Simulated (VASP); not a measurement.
# TiB2 (P6/mmm) in VASP: notebook

The runs below take TiB2 through relaxation of cell and atoms, with PBE.

Everything below comes from runs of VASP 6.6.1. Logs are shortened: lines on timing, memory, paths and dates and some standing lists are left out, and cuts for length are marked.

## 1. The crystal as given

It takes space group P6/mmm (No. 191, hexagonal). Conventional cell: a = 3.029 Å, b = 3.029 Å, c = 3.228 Å, α = 90.00°, β = 90.00°, γ = 120.00°. Ti (site symmetry 6/mmm) is surrounded by 12 B at 2.38 Å. B (site symmetry -6m2) is surrounded by 3 B at 1.75 Å.

## 2. Relaxation of cell and atoms, PBE

INCAR

```
SYSTEM = TiB2
ALGO     = Fast           ! electronic algorithm
EDIFF    = 0.05           ! SCF threshold, eV
EDIFFG   = -0.002         ! ionic threshold
ENCUT    = 520            ! plane-wave cutoff, eV
GGA      = PE             ! functional
IBRION   = 2              ! ionic algorithm
ISIF     = 3              ! what is computed and relaxed
ISMEAR   = 0              ! smearing method
LASPH    = .True.         ! aspherical terms in the spheres
LCHARG   = .False.        ! write CHGCAR
LREAL    = .False.        ! projectors in reciprocal space
LWAVE    = .False.        ! write WAVECAR
NELM     = 100            ! most SCF steps
NSW      = 80             ! ionic steps
PREC     = Accurate       ! precision mode
SIGMA    = 0.1            ! smearing width, eV
```

KPOINTS

```
k-points
0
Gamma
  15 15 14
  0 0 0
```

POSCAR

```
TiB2
1.0
    3.0292000000      0.0000000000      0.0000000000
   -1.5146000000      2.6233641500      0.0000000000
    0.0000000000      0.0000000000      3.2284000000
Ti B
1 2
Direct
    0.0000000000      0.0000000000      0.0000000000
    0.3333333300      0.6666666700      0.5000000000
    0.6666666700      0.3333333300      0.5000000000
```

Potentials or basis: VASP PAW PBE potentials, release 64 (Ti_sv, B).

Command:

```console
$ cat potpaw_PBE.64/Ti_sv/POTCAR potpaw_PBE.64/B/POTCAR > POTCAR
$ mpirun -np 1 vasp_std > vasp.out
```

OUTCAR:

```text
SYSTEM = TiB2
   EDIFF = 0.05
   EDIFFG = -0.002
   ENCUT = 520
   GGA = PE
   IBRION = 2
   ISIF = 3
   ISMEAR = 0
   LASPH = .True.
   LREAL = .False.
   NELM = 100
   NSW = 80
   PREC = Accurate

 ion  position               nearest neighbor table
   1  0.000  0.000  0.000-   2 2.38   3 2.38   2 2.38   3 2.38   2 2.38   2 2.38   3 2.38   3 2.38
                             3 2.38   3 2.38   2 2.38   2 2.38
   2  0.333  0.667  0.500-   3 1.75   3 1.75   3 1.75   1 2.38   1 2.38   1 2.38   1 2.38   1 2.38
                             1 2.38
   3  0.667  0.333  0.500-   2 1.75   2 1.75   2 1.75   1 2.38   1 2.38   1 2.38   1 2.38   1 2.38
                             1 2.38

  LATTYP: Found a hexagonal cell.
 ALAT       =     3.0292000000
 C/A-ratio  =     1.0657599366

  Lattice vectors:

 A1 = (   3.0292000000,   0.0000000000,   0.0000000000)
 A2 = (  -1.5146000000,   2.6233641500,   0.0000000000)
 A3 = (   0.0000000000,   0.0000000000,   3.2284000000)

Analysis of symmetry for initial positions (statically):
=====================================================================
 Subroutine PRICEL returns:
 Original cell was already a primitive cell.

 Routine SETGRP: Setting up the symmetry group for a
 hexagonal supercell.

 Subroutine GETGRP returns: Found 24 space group operations
 (whereof 24 operations were pure point group operations)
 out of a pool of 24 trial point group operations.

The static configuration has the point symmetry D_6h.

Analysis of symmetry for dynamics (positions and initial velocities):
=====================================================================
 Subroutine PRICEL returns:
 Original cell was already a primitive cell.

 Routine SETGRP: Setting up the symmetry group for a
 hexagonal supercell.

 Subroutine GETGRP returns: Found 24 space group operations
 (whereof 24 operations were pure point group operations)
 out of a pool of 24 trial point group operations.

The dynamic configuration has the point symmetry D_6h.

 Subroutine INISYM returns: Found 24 space group operations
 (whereof 24 operations are pure point group operations),
 and found     1 'primitive' translations

----------------------------------------------------------------------------------------

                                     Primitive cell

  volume of cell :      25.6551

  direct lattice vectors                    reciprocal lattice vectors
     3.029200000  0.000000000  0.000000000     0.330120164  0.190594966  0.000000000
    -1.514600000  2.623364150  0.000000000     0.000000000  0.381189931  0.000000000
     0.000000000  0.000000000  3.228400000     0.000000000  0.000000000  0.309750960

  length of vectors
     3.029200000  3.029199997  3.228400000     0.381189931  0.381189931  0.309750960

  position of ions in fractional coordinates (direct lattice)
     0.000000000  0.000000000  0.000000000
[... 122 lines left out ...]

 number of electron      18.0000002 magnetization

 Free energy of the ion-electron system (eV)
  ---------------------------------------------------
  ext. energy  EPLUGINS =         0.00000000
  ---------------------------------------------------
  free energy    TOTEN  =       -24.44320449 eV

  energy without entropy =      -24.44137920  energy(sigma->0) =      -24.44229185

------------------------ aborting loop because EDIFF is reached ----------------------------------------

  FORCE on cell =-STRESS in cart. coord.  units (eV):
  Direction    XX          YY          ZZ          XY          YZ          ZX
  --------------------------------------------------------------------------------------
  -------------------------------------------------------------------------------------
  Total       -5.0197441     -5.0197441     -4.0682207      0.0000000      0.0000000      0.0000000
  in kB     -313.4861066   -313.4861059   -254.0628821      0.0000000      0.0000000      0.0000000
  external PRESSURE =    -293.6783648 kB  Pullay stress =       0.0000000 kB
[... 92 lines left out ...]
  FREE ENERGIE OF THE ION-ELECTRON SYSTEM (eV)
  ---------------------------------------------------
  free  energy   TOTEN  =       -24.1842629612 eV

  energy  without entropy=      -24.1826912822  energy(sigma->0) =      -24.18347712

 E-fermi :   9.9678     XC(G=0): -12.7436

 val. band max:        9.9230992603   @ k =   0.0667   0.0667   0.3571
 cond. band min:       9.9684924238   @ k =   0.2000   0.2000   0.1429
 fundamental gap:      0.0453931635
 Fermi energy:         9.9678119596

 k-point     1 :       0.0000    0.0000    0.0000
  band No.  band energies     occupation
      1     -47.0314      2.00000
      2     -23.3895      2.00000
      3     -23.0723      2.00000
      4     -23.0723      2.00000
      5      -3.5296      2.00000
      6       7.3597      2.00000
      7       7.3597      2.00000
      8       7.6123      2.00000
      9       7.8356      2.00000
     10      11.8098      0.00000
     11      11.8098      0.00000
     12      13.5655      0.00000
     13      13.5655      0.00000
[... 356 lines left out ...]
      2     -23.4213      2.00000
      3     -23.3164      2.00000
      4     -23.2513      2.00000
      5       1.0466      2.00000
      6       1.1731      2.00000
      7       4.1164      2.00000
      8       7.2323      2.00000
      9       9.3370      2.00000
     10       9.9002      1.66103
     11      11.9151      0.00000
     12      12.5954      0.00000
     13      15.6069      0.00000

 [... further k-points ...]

[... ionic steps 4 to 75 ...]

--------------------------------------- Ionic step       76  -------------------------------------------

 number of electron      18.0000001 magnetization

------------------------ aborting loop because EDIFF is reached ----------------------------------------
[... 69 lines left out ...]
--------------------------------------- Ionic step       78  -------------------------------------------

 number of electron      18.0000001 magnetization

 Free energy of the ion-electron system (eV)
  ---------------------------------------------------
  ext. energy  EPLUGINS =         0.00000000
  ---------------------------------------------------
  free energy    TOTEN  =       -24.43027103 eV

  energy without entropy =      -24.42838804  energy(sigma->0) =      -24.42932954

 E-fermi :  10.0146     XC(G=0): -12.7637

 val. band max:        9.9702382255   @ k =   0.2667   0.2000   0.0000
 cond. band min:      10.0149888976   @ k =   0.2000   0.2000   0.1429
 fundamental gap:      0.0447506721
 Fermi energy:        10.0146384229

 k-point     1 :       0.0000    0.0000    0.0000
  band No.  band energies     occupation
      1     -46.9698      2.00000
      2     -23.3219      2.00000
      3     -23.0087      2.00000
      4     -23.0087      2.00000
      5      -3.5115      2.00000
      6       7.3735      2.00000
      7       7.3735      2.00000
      8       7.6841      2.00000
      9       7.8816      2.00000
     10      11.8738      0.00000
     11      11.8738      0.00000
     12      13.6463      0.00000
     13      13.6463      0.00000
[... 398 lines left out ...]
  FREE ENERGIE OF THE ION-ELECTRON SYSTEM (eV)
  ---------------------------------------------------
  free  energy   TOTEN  =       -24.4302710327 eV

  energy  without entropy=      -24.4283880391  energy(sigma->0) =      -24.42932954

 reached required accuracy - stopping structural energy minimisation
```

Run time: 8 min. Hardware: 1 thread of Intel Xeon Platinum 8488C (Sapphire Rapids), shared host; peak memory 0.22 GiB.

Results:

```yaml
Free_energy: -24.4303 eV
Relaxed_volume: 8.56 Å³/atom
Relaxed_cell: a = 3.033 Å, b = 3.033 Å, c = 3.225 Å, α = 90.00°, β = 90.00°, γ = 120.00°
Space_group_after_relaxing_to_0.05_Å: P6/mmm (No. 191)
Energy_gained_by_relaxing: -4.3 meV/atom
Ionic_steps: 78
Pressure_after_relaxing: 0.0 GPa
Band_gap_on_the_k_mesh: none (metal or under the smearing width)
```

Step by step:
| step | energy change (eV) | largest force (eV/Å) | pressure (GPa) | volume (Å³) |
| --- | --- | --- | --- | --- |
| 1 | 0.0000 | 0.0000 | -29.37 | 25.66 |
| 3 | 0.2589 | 0.0000 | 40.97 | 23.42 |
| 5 | 0.0427 | 0.0000 | 12.85 | 25.02 |
| 7 | 0.0213 | 0.0000 | 6.68 | 25.49 |
| 9 | 0.0146 | 0.0000 | 3.32 | 25.61 |
| 11 | 0.0134 | 0.0000 | 1.65 | 25.65 |
| 13 | 0.0131 | 0.0000 | 0.72 | 25.65 |
| 15 | 0.0131 | 0.0000 | 0.47 | 25.65 |
| 17 | 0.0131 | 0.0000 | 0.41 | 25.65 |
| 19 | 0.0131 | 0.0000 | 0.40 | 25.66 |
| 21 | 0.0130 | 0.0000 | 0.50 | 25.70 |
| 23 | 0.0129 | 0.0000 | 0.09 | 25.70 |
| 25 | 0.0130 | 0.0000 | -0.20 | 25.71 |
| 27 | 0.0130 | 0.0000 | 0.14 | 25.64 |
| 29 | 0.0137 | 0.0000 | 0.20 | 25.59 |
| 31 | 0.0131 | 0.0000 | 0.57 | 25.64 |
| 33 | 0.0130 | 0.0000 | 0.18 | 25.67 |
| 35 | 0.0136 | 0.0000 | -0.63 | 25.82 |
| 37 | 0.0138 | 0.0000 | -0.86 | 25.82 |
| 39 | 0.0137 | 0.0000 | -1.21 | 25.82 |
| 41 | 0.0137 | 0.0000 | -1.19 | 25.82 |
| 43 | 0.0136 | 0.0000 | -1.21 | 25.82 |
| 45 | 0.0136 | 0.0000 | -1.22 | 25.82 |
| 47 | 0.0136 | 0.0000 | -1.22 | 25.82 |
| 49 | 0.0136 | 0.0000 | -1.22 | 25.82 |
| 51 | 0.0136 | 0.0000 | -1.22 | 25.82 |
| 53 | 0.0136 | 0.0000 | -1.22 | 25.82 |
| 55 | 0.0132 | 0.0000 | -0.12 | 25.68 |
| 57 | 0.0131 | 0.0000 | -1.38 | 25.60 |
| 59 | 0.0134 | 0.0000 | 0.38 | 25.57 |
| 61 | 0.0133 | 0.0000 | 0.99 | 25.59 |
| 63 | 0.0130 | 0.0000 | 0.24 | 25.65 |
| 65 | 0.0130 | 0.0000 | 0.08 | 25.70 |
| 67 | 0.0130 | 0.0000 | -0.16 | 25.72 |
| 69 | 0.0130 | 0.0000 | -0.24 | 25.72 |
| 71 | 0.0129 | 0.0000 | -0.30 | 25.70 |
| 73 | 0.0129 | 0.0000 | -0.19 | 25.70 |
| 75 | 0.0129 | 0.0000 | -0.13 | 25.69 |
| 77 | 0.0129 | 0.0000 | -0.07 | 25.69 |
| 78 | 0.0129 | 0.0000 | -0.01 | 25.68 |

Final structure:
```yaml
crystal:
  lattice:
    - [3.03265, 0.00000, 0.00000]
    - [-1.51633, 2.62636, 0.00000]
    - [0.00000, 0.00000, 3.22479]
  atoms:
    - { symbol: Ti, position: [0.00000, 0.00000, 0.00000] }
    - { symbol: B, position: [0.33333, 0.66667, 0.50000] }
    - { symbol: B, position: [0.66667, 0.33333, 0.50000] }
```

Levels at points of the mesh, in eV from the Fermi level:
| k point | band 7 | band 8 | band 9 | band 10 | band 11 | band 12 |
| --- | --- | --- | --- | --- | --- | --- |
| (0.00, 0.00, 0.00) | -2.64 | -2.33 | -2.13 | 1.86 | 1.86 | 3.63 |
| (0.00, 0.00, 0.50) | -0.59 | -0.59 | -0.22 | -0.22 | 0.41 | 0.41 |

(Part 1 of 2 ends here.)
